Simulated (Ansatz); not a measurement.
# In2Se2 sheet: levels of theory, part 2 of 2

The task, for In2Se2 sheet: compare levels of theory; the runs are relaxing the atoms and single point.

Ansatz 0.2.0; DFT LDA, scalar-relativistic, plane waves, PAW, and further levels as typed in the inputs. The steps go on from the part before.

### 3 Single point

It takes the final geometry of step 2.

Contents of input.yaml:

```yaml
crystal:
  lattice:
    - [4.0, 0.0, 0.0]
    - [-2.0, 3.4987426313, 0.0]
    - [0.0, 0.0, 34.5600000019]
  atoms:
    - { symbol: Se, position: [0.3327549172, 0.6655098343, 0.2628111019] }
    - { symbol: In, position: [0.0005784162, 0.0011568324, 0.2985957484] }
    - { symbol: In, position: [0.0005784162, 0.0011568324, 0.3779088811] }
    - { symbol: Se, position: [0.3327549172, 0.6655098343, 0.4136935277] }
  periodic: [true, true, false]
scf:
  occupations: { method: gaussian, width: 0.01 }
  n_extra_bands: 6
output:
  eigenvalues: true
  eigenstates: { kpoints: [[0.0, 0.0, 0.0]], top_band: c3, e_range: [-3, 4] }
kpoints:
  mp_grid: { grid: [10, 10, 1] }
hamiltonian:
  xc: lda
```

Launch:

```sh
ansatz run input.yaml --threads 8 --pin off --max-ram 24576MiB --backend cpu --events-out ev --progress --plain --runs-dir out
```

The program printed, cut to the lines that bear on the results:

```text
Warning: RAYON_NUM_THREADS=8 ignored (pool sized by the plan → 8); use --threads N
scf.n_extra_bands = 6 over 29 filled bands (N_el = 58.0): the run solves 35 bands
[...]
Pseudopotentials: kind: paw
Pseudopotential: Se, paw, valence charge 16, recommended cutoff 420 eV (normal), Se.paw.azcp
Pseudopotential: In, paw, valence charge 13, recommended cutoff 420 eV (normal), In.paw.azcp
Functional definition: SPW92
[...]
Crystal: 4 atoms, lattice volume = 483.666 Å³
Basis set: ecut = 420 eV, 9523 PW (Γ)
Bands: 35, of which v1, the nominal top of the filled ones, is band 29 counted from 1 (28 counted from 0)
Symmetry: 4 space group operations
Space group: Amm2 (ITA 38), of the structure as read, at distance tolerance 7.8e-5 Å
k-points: 31 of 100 (time reversal used)
[...]
SCF iter   1: F=—  HF=-21682.607646 eV  |F-HF|=—  |Δ(HF+E_count)|=         —  Δρ=3.50e-3  dr2=7.69e-2  ethr=1.77e-3  ⟨swp⟩=14.7  Hψ=6876  notcnv=0
[...]
SCF iter   7: F=-21682.589346 eV  HF=-21682.589346 eV  |F-HF|=2.73e-9  |Δ(HF+E_count)|=   3.93e-8  Δρ=2.04e-6  dr2=1.66e-8  ethr=1.72e-10  ⟨swp⟩=13.6  Hψ=3945  notcnv=0
[...]
NSCF: frozen V_eff on 1 k-points
SCF converged after 7 iterations
Free energy (F): -21682.589346 eV
[...]
E sigma→0 (E₀):  -21682.589346 eV
Fermi energy:    -5.409324 eV
[...]
--- Band table (eV; the first three rows and the last of 31) ---
[...]
  ° read free of the cell's end (the report's vacuum.weakly_bound_levels)
```

Run time: 7.3 s. Hardware: 8 threads of Arm Neoverse V2, shared host; peak memory 1.2 GiB.

### 4 Single point: r2SCAN

It takes the final geometry of step 2.

input.yaml: that of step 3 with these lines changed.

```diff
@@ -20,2 +20,2 @@
 hamiltonian:
-  xc: lda
+  xc: r2scan
```

Launch:

```sh
ansatz run input.yaml --threads 8 --pin off --max-ram 24576MiB --backend cpu --events-out ev --progress --plain --runs-dir out
```

The program printed, cut to the lines that bear on the results:

```text
Warning: RAYON_NUM_THREADS=8 ignored (pool sized by the plan → 8); use --threads N
scf.n_extra_bands = 6 over 29 filled bands (N_el = 58.0): the run solves 35 bands
[...]
[... 1 set-up line as earlier in the session ...]
Pseudopotential: Se, paw, valence charge 16, recommended cutoff 500 eV (meta_gga), Se.paw.azcp
Pseudopotential: In, paw, valence charge 13, recommended cutoff 500 eV (meta_gga), In.paw.azcp
Functional definition: r2SCAN
[...]
Crystal: 4 atoms, lattice volume = 483.666 Å³
Basis set: ecut = 500 eV, 12357 PW (Γ), exchange–correlation on 120×120×1024 points (64 copies of the dense FFT grid, shifted against one another)
Bands: 35, of which v1, the nominal top of the filled ones, is band 29 counted from 1 (28 counted from 0)
[... 2 set-up lines as earlier in the session ...]
k-points: 31 of 100 (time reversal used)
[...]
SCF iter   1: F=—  HF=-22182.523694 eV  |F-HF|=—  |Δ(HF+E_count)|=         —  Δρ=2.69e-3  dr2=2.42e-2  dr2_τ=1.68e-2  ethr=1.77e-3  ⟨swp⟩=14.8  Hψ=6901  notcnv=0
[...]
SCF iter   7: F=-22182.542659 eV  HF=-22182.542659 eV  |F-HF|=2.81e-8  |Δ(HF+E_count)|=   4.47e-7  Δρ=2.11e-6  dr2=1.81e-8  dr2_τ=1.11e-9  ethr=1.72e-10  ⟨swp⟩=15.5  Hψ=4348  notcnv=0
[...]
NSCF: frozen V_eff on 1 k-points
SCF converged after 7 iterations
Free energy (F): -22182.542659 eV
[...]
E sigma→0 (E₀):  -22182.542659 eV
Fermi energy:    -5.177632 eV
[...]
--- Band table (eV; the first three rows and the last of 31) ---
[...]
  ° read free of the cell's end (the report's vacuum.weakly_bound_levels)
```

Wall time 18 s (8 threads of Arm Neoverse V2, shared host); peak memory 2.1 GiB.

### 5 Single point: HSE06, mesh 6×6×1

It takes the final geometry of step 2.

input.yaml: that of step 4 with these lines changed.

```diff
@@ -17,5 +17,9 @@
   eigenstates: { kpoints: [[0.0, 0.0, 0.0]], top_band: c3, e_range: [-3, 4] }
+  write_density: true
+  write_potential: true
+  elf: true
+  volumetric_format: npy
 kpoints:
-  mp_grid: { grid: [10, 10, 1] }
+  mp_grid: { grid: [6, 6, 1] }
 hamiltonian:
-  xc: r2scan
+  xc: hse06
```

Launch:

```sh
ansatz run input.yaml --threads 8 --pin off --max-ram 24576MiB --backend cpu --events-out ev --progress --plain --runs-dir out
```

The program printed, cut to the lines that bear on the results:

```text
Warning: RAYON_NUM_THREADS=8 ignored (pool sized by the plan → 8); use --threads N
scf.n_extra_bands = 6 over 29 filled bands (N_el = 58.0): the run solves 35 bands
[...]
[... 3 set-up lines as earlier in the session ...]
Functional definition: HSE06
[...]
Crystal: 4 atoms, lattice volume = 483.666 Å³
Basis set: ecut = 420 eV, 9523 PW (Γ)
Bands: 35, of which v1, the nominal top of the filled ones, is band 29 counted from 1 (28 counted from 0)
[... 2 set-up lines as earlier in the session ...]
k-points: 13 of 36 (time reversal used)
[...]
SCF iter   1: F=—  HF=-22135.868065 eV  |F-HF|=—  |Δ(HF+E_count)|=         —  Δρ=1.13e-3  dr2=1.48e-2  ethr=1.77e-3  ⟨swp⟩=10.6  Hψ=1978  notcnv=0
[...]
SCF 1 stopped early in 4 iterations: F = -22135.867113 eV  dr2 = 5.00e-5
[...]
Frozen-core exchange: fock
[...]
Frozen-core exchange: fock
[...]
SCF iter   4: F=-22146.936415 eV  HF=-22146.936415 eV  |F-HF|=1.83e-9  |Δ(HF+E_count)|=   3.00e-8  Δρ=2.07e-6  dr2=1.76e-8  ethr=3.18e-10  ⟨swp⟩=3.3  Hψ=980  notcnv=0  defer=3
[...]
hybrid outer 2: dexx = +1.099e-6 eV, tail = 7.70e-8 eV, Δε = 3.18e-3 eV (about 1.54e-4 eV left of the loop's levels)
NSCF: frozen V_eff on 1 k-points
WARN: The output density's exchange-correlation potential varies sharply where the density is thin. Do not read a vacuum level from v_tot or v_xc, or from such a field of the output density. On a cell that repeats whose density bears no net charge and no dipole along the vacuum's axis use [...]
hybrid SCF converged: 2 outer / 11 inner (+4 warm-up), last move |dexx| = 1.10e-6 eV, tail = 7.70e-8 eV
Stability not checked: this state was not tested for a lower state beside it, because the functional holds exact exchange (a hybrid, or Hartree-Fock), whose exchange loop this test does not read (fock_operator; see scf.lower_state_search)
Free energy (F): -22146.936415 eV
Frozen-core exchange: fock
[...]
E sigma→0 (E₀):  -22146.936415 eV
Fermi energy:    -5.246026 eV
[...]
--- Band table (eV; the first three rows and the last of 13) ---
[...]
  the weakly bound empty levels are not read free of the cell's end (exact_exchange)
```

Run time: 1.8 min. Hardware: 8 threads of Arm Neoverse V2, shared host; peak memory 13 GiB.

The maps below are laid out on this run's own conventional cell (a, b, c = 34.560, 4.000, 6.997 Å).

Density in a lattice plane of the grid's cell (edges 34.56 and 7.00 Å, at 0.000 of the third edge), which holds Se and In.

Ten even steps from '0' (0.00 e/Å³) to '9' (36.17 e/Å³):
```
000000000000000000000000
000000000000000000000000
000000000000000000000000
000000200090000000000000
000000000000000000000000
000000020300000000000000
```
Columns run along the first of these edges and rows up along the second, over one cell in 24 and 6 even steps from the bottom left corner. Atoms in the plane (fractional): Se at (0.26, 0.33), In at (0.30, 0.00), In at (0.38, 0.00), Se at (0.41, 0.33).

ELF in the same plane.

Values, 6 rows by 12 columns:
```
0.00 0.00 0.00 0.05 0.50 0.09 0.00 0.00 0.00 0.00 0.00 0.00
0.00 0.00 0.00 0.01 0.02 0.01 0.00 0.00 0.00 0.00 0.00 0.00
0.00 0.00 0.00 0.69 0.03 0.68 0.01 0.00 0.00 0.00 0.00 0.00
0.00 0.00 0.02 0.60 0.02 0.15 0.06 0.00 0.00 0.00 0.00 0.00
0.00 0.00 0.00 0.75 0.42 0.77 0.01 0.00 0.00 0.00 0.00 0.00
0.00 0.00 0.00 0.08 0.44 0.14 0.00 0.00 0.00 0.00 0.00 0.00
```
Columns run along the first of these edges and rows up along the second, over one cell in 12 and 6 even steps from the bottom left corner. Atoms in the plane (fractional): Se at (0.26, 0.33), In at (0.30, 0.00), In at (0.38, 0.00), Se at (0.41, 0.33).

Both are smooth fields of the valence electrons: close to the nuclei they are not physical.

Maxima of ELF outside the ion cores: 0.88 beside Se, off the lines to its neighbours, 1.0 Å from Se; 0.81 on the Se–In line, 0.9 Å from Se; 0.61 between the atoms, 1.5 Å from In.

### 6 The runs side by side

What follows sums up all 2 parts.

| step | level | k mesh | energy above the lowest (eV) | gap on the mesh (eV) | time |
| --- | --- | --- | --- | --- | --- |
| 2 | LDA | 10×10×1 | 0.000 | 1.35 | 23 s |
| 3 | LDA | 10×10×1 | 0.000 | 1.35 | 7.3 s |
| 4 | r2SCAN | 10×10×1 | n/a | 1.97 | 18 s |
| 5 | HSE06 | 6×6×1 | n/a | 2.33 | 1.8 min |

Energies compare only among runs of one formula, size, charge, level and basis; each such set counts from its lowest member.

In words: The rows set the runs side by side; convergence of the settings was not tested in this session.
